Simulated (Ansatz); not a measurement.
Input of an Ansatz 0.2.0 run:

The input input.yaml:

```yaml
crystal:
  lattice:
    - [0.0, 2.2535006075, 2.2535006075]
    - [2.2535006075, 0.0, 2.2535006075]
    - [2.2535006075, 2.2535006075, 0.0]
  atoms:
    - { symbol: Ga, position: [0.0, 0.0, 0.0] }
    - { symbol: "N", position: [0.25, 0.25, 0.25] }
kpoints:
  mp_grid: { grid: [6, 6, 6] }
scf:
  occupations: { method: fermi_dirac, width: 0.05 }
hamiltonian:
  xc: pbe
  pseudopotentials: { kind: all_electron, datasets: crystal }
output:
  forces: true
  stress: true
  eigenvalues: true
  elf: true
  volumetric_format: npy
```

Potentials or basis: all-electron PAW datasets made for the crystal.

The run is started by

```sh
$ ansatz run input.yaml --threads 1 --pin off --max-ram 3072MiB --backend cpu --events-out ev --progress --plain --runs-dir out
```

Predict the pressure.

4.9 GPa.

Predict the band gap on the k mesh.

1.73 eV, direct.

**What was measured.**

From a printed reference work, textbook, for a bulk crystal of GaN at 0 K: band gap 3.299 eV (direct).

A measured gap of GaN is 3.299 eV (direct; 0 K; a printed reference work, textbook); the calculated 1.73 eV misses it by -1.57 eV. Spin-orbit coupling on Ga is left out. The value is that of PBE, without temperature or zero-point motion. Semilocal functionals fall short of measured gaps as a rule. The cell is a database's relaxed one, not the measured one, which moves gaps too.
